Lift the tip of a tunnelling microscope away from a surface, and the current should fade at a rate set by the work function. On this picture one number, the height of the vacuum level above the Fermi level, would serve for every bias. For the WS₂ layer below that number would be 4.8 eV, counted from the middle of the gap, where zero bias lies. The two sheets in the calculation stand so far apart that each image is in effect that of a single layer.

Tersoff–Hamann images of a slab of two WS₂ layers, computed with Ansatz 0.2.0 (scalar-relativistic PBE+D3(BJ), plane-wave PAW, no spin polarization, 420 eV cutoff, 27 × 27 × 1 k mesh). Sample bias is counted from mid-gap. The mean density is taken 4 Å above the topmost nucleus and is the set point for the constant-current corrugation.

```tsv
bias (V)	log10 mean density (log10 of e/angstrom^3)	corrugation (Å)	brightest over	apparent barrier at 4 angstrom (eV)
-2.900	-5.063	0.133	S	7.085
-2.100	-5.350	0.106	S	6.276
-1.500	-5.429	0.064	S	5.878
-1.150	-5.582	0.046	S	5.610
1.150	-6.144	0.044	between	4.950
1.500	-4.594	0.015	flat	4.299
2.100	-4.204	0.009	flat	3.926
2.700	-4.077	0.023	flat	4.021
```

The column "apparent barrier at 4 angstrom" turns the fading of the mean density into an energy, and that energy is far from constant. It falls from 7.1 eV at −2.9 V to 3.9 eV at +2.1 V, then rises slightly at +2.7 V. In practice, lifting the tip by one ångström weakens the density about 15-fold at the first of these biases and only about 8-fold at the second. A work function read from such a curve would depend on the bias at which it was taken.

**The tempting explanation**

The obvious repair is to let each electron have its own barrier. A filled level far below the gap lies deep under the vacuum level and should fade fast. An empty level high above the gap lies close to the vacuum level and should fade slowly. The barrier would then simply be the depth of the level that the bias reaches.

This idea gets the direction right, and over the eight rows the barrier correlates with that depth at 0.98. Yet if the depth is taken as the barrier itself, the typical (root-mean-square) miss is 1.05 eV, hardly better than the 1.16 eV of the constant work function. The depth is too large in every filled-state row and too small in every empty-state row. A high correlation has hidden a wrong slope.

One might object that an image contains more than the level at its bias. It adds up all states from zero bias onwards, so its barrier is a kind of average. But an average can't exceed its largest member, and this gives a stricter test. At +1.15 V the deepest empty level included lies 3.9 eV below the vacuum level, while the computed barrier is 4.95 eV. No mixture of depths can give that value.

**What the depth leaves out**

An electron in a crystal also moves along the layer. Outside the surface its total energy is still fixed, so the energy tied up in sideways motion isn't available for getting through the barrier. The wave then fades as if the barrier were higher. For a state at depth $D$ below the vacuum level, with wave number $k$ along the layer, the density falls with height $z$ as $e^{-2\kappa z}$, and the Schrödinger equation in empty space gives

$$\frac{\hbar^2\kappa^2}{2m} = D + \frac{\hbar^2k^2}{2m}.$$

The left side is the apparent barrier $B$. The factor $\hbar^2/2m$, with $m$ the electron mass, is about 3.8 eV Å². The lattice also mixes in waves with other values of $k$, and far from the surface the component with the smallest $k$ survives best.

The row at +1.15 V can be worked through by hand. Its levels lie between 3.7 and 3.9 eV below the vacuum level, so a barrier of 4.95 eV leaves an excess of about 1.2 eV. Then $k=\sqrt{1.2/3.8}\approx 0.56$ Å⁻¹. That is close to half the distance from the centre of the Brillouin zone to its corner, the point K. It is probably a low estimate, since the barrier of this row rises to 5.1 eV between 4 and 5 Å.

This value suggests an origin. WS₂ monolayers are known to have a side valley in the conduction band roughly halfway to K, close in energy to the band edge. Its states probably carry this image, since by the same formula conduction states at K would show a barrier of about 10.5 eV. This is an inference, because the few mesh levels in the window haven't been sorted by momentum.

**The band edge that the tip hardly sees**

The same formula makes a sharp statement about K itself, where both band edges of the monolayer are known to lie. With the lattice constant $a=3.18$ Å, the wave number there is $4\pi/3a$, and the sideways energy comes to 6.6 eV. Valence states at K should therefore show a barrier of about 12.3 eV. The image at −1.15 V, which takes in only the top 0.24 eV of the valence band, has 5.6 eV.

So the states that dominate this image can't be those at K. They must have little sideways momentum, which points to the top of the valence band near the zone centre, which lies close to the edge in energy. The number of states in the window confirms that the centre is included. It corresponds to 93 mesh points per layer, an odd number, while every mesh point except the centre has a partner of opposite momentum and equal energy. By the formula, the states at K lose another factor of about three against this image with every further ångström. The tip distance acts as a momentum filter.

This row also shows how closely the formula can be trusted. Even with no sideways motion the barrier should be at least 5.7 eV, the depth of the valence edge, and the computed value falls short by 0.1 eV. The true miss is expected to be larger, a few tenths of an eV, because the window takes in dozens of mesh points around the centre, and these have some sideways energy of their own. The likely reason is that the potential 4 Å above the layer hasn't quite risen to the vacuum level. Between 4 and 5 Å the barrier rises just above the depth of the edge. Barriers read at 4 Å, and the excesses taken from them, are therefore more likely too low than too high.

**An excess hidden in the sum**

On the filled side the barriers seem to need no sideways motion, since none exceeds the depth of the deepest level included. That impression comes from the adding up. The image at −2.9 V still owes 30 % of its density to states already present at −1.15 V, and these fade slowly. They pull the average down and mask what the deeper states do.

Subtracting neighbouring rows removes the mask. The states between −2.1 and −1.5 V, taken alone, have a barrier of about 8.5 eV, although none of them lies deeper than 6.9 eV. The depth picture thus fails for filled states too, in this window by about as much as in the worst of the empty ones. The printed output after this text compares both simple pictures with all eight rows and lists the separated windows, each on the line of its upper bias.

Every window listed there has a barrier above the depth of its deepest level. The one filled window not listed, from the band edge to −1.15 V, is the image at −1.15 V itself and shows no excess. In the others the excess runs from 0.2 to 1.6 eV. The smallest values deserve little weight, because the exchange-correlation potential is rough where the density is thin. The large ones are hard to explain without sideways momentum, though the calculation shows the excess and only the theory names its cause.

The subtraction also accounts for the small rise at the end of the table. The states between +2.1 and +2.7 V are the shallowest of all, yet their own barrier is 4.3 eV, higher than that of the window before. On this reading, sideways motion costs them more than they gain by lying closer to the vacuum level.

**What to do about it**

The first consequence concerns gaps read from the onset of the current. From +1.15 to +1.5 V the mean density grows about 35-fold: there are ten times as many states, and each contributes on average 3.6 times as much. An instrument with limited sensitivity could easily take this steep rise for the band edge, which lies lower, and report too wide a gap. The voltages themselves shouldn't be carried over to an experiment, because this density functional makes the gap too small and the calculation leaves out the spin-orbit splitting of the valence band at K.

The second concerns barrier heights. A curve of current against distance at one large bias mixes slow and fast states and yields neither a work function nor a level depth. In a calculation of this kind it is better to take the densities at two neighbouring biases of the same sign and to subtract them before working out the barrier. Then take away the depth of the levels in between. In a real microscope the voltage across the gap also tilts the barrier and shifts its mean height by roughly half the bias. A tip whose work function differs from the sample's adds a shift of about half the difference. The calculation contains neither effect, so both have to be allowed for first. The tilt also differs between the two biases, so the currents from the states they share don't cancel. The window from −2.1 to −1.5 V holds only about a sixth of the density at −2.1 V, and the leftover from the shared states is expected to be as large as the window itself. It would tend to hide an excess on the filled side and could fake one on the empty side. Measured currents can therefore be subtracted only after the tilt has been modelled for each bias. The tip's field can also bend the bands of the layer itself, by an amount that changes as the tip is lifted. The calculation leaves this out, and it too can alter the measured fading. If a clear excess survives once tilt and band bending are both accounted for, sideways motion is the likely cause, and the tip has to come closer to see those states well.

Numerical output:

```
Depth of the levels included in each image, eV:
    row  shallowest  deepest  barrier_less_deepest  barrier_less_4.815
   -2.9       5.722    7.715               -0.6298                2.27
   -2.1       5.722    6.915               -0.6388               1.461
   -1.5       5.722    6.315               -0.4368               1.063
  -1.15       5.722    5.965               -0.3548              0.7952
   1.15       3.665    3.908                 1.042              0.1352
    1.5       3.315    3.908                0.3911             -0.5158
    2.1       2.715    3.908               0.01813             -0.8888
    2.7       2.115    3.908                0.1131             -0.7938
Correlation of barrier with depth of the level at the bias: 0.9785
Rms miss if depth at the bias were the barrier, eV: 1.051
Rms miss if 4.815 eV were the barrier everywhere, eV: 1.16
Single energy windows, eV:
    row   from     to  barrier_at_4A  barrier_4_to_5A  excess_over_deepest  excess_over_shallowest
   -2.9    n/a   -2.9            n/a              n/a                  n/a                     n/a
   -2.1   -2.9   -2.1          8.003            8.018               0.2882                   1.088
   -1.5   -2.1   -1.5          8.467            8.304                1.553                   2.153
  -1.15   -1.5  -1.15          6.538            6.622               0.2227                  0.5727
   1.15  0.907   1.15           4.95            5.094                1.042                   1.285
    1.5   1.15    1.5          4.281            4.375                0.616                   0.966
    2.1    1.5    2.1          3.679            3.719               0.3646                  0.9646
    2.7    2.1    2.7          4.307             4.33                1.592                   2.192
Row -1.15: barrier at 4 A less depth of the valence edge, eV: -0.1118
Row -1.15: barrier from the densities at 4 and 5 A, eV: 5.749
In-plane energy of a wave at K, eV: 6.594
In-plane energy halfway from the centre to K, eV: 1.649
Barrier expected for the valence edge at K, eV: 12.32
Barrier expected for the conduction edge at K, eV: 10.5
Factor lost per angstrom by valence edge at K against the image at -1.15 V: 3.219
Share of the density at -2.9 V that is already there at -1.15 V, percent: 30.27
Density at 1.5 V over density at 1.15 V: 35.48
Number of states at 1.5 V over that at 1.15 V: 9.842
Density per state at 1.5 V over that at 1.15 V: 3.605
```
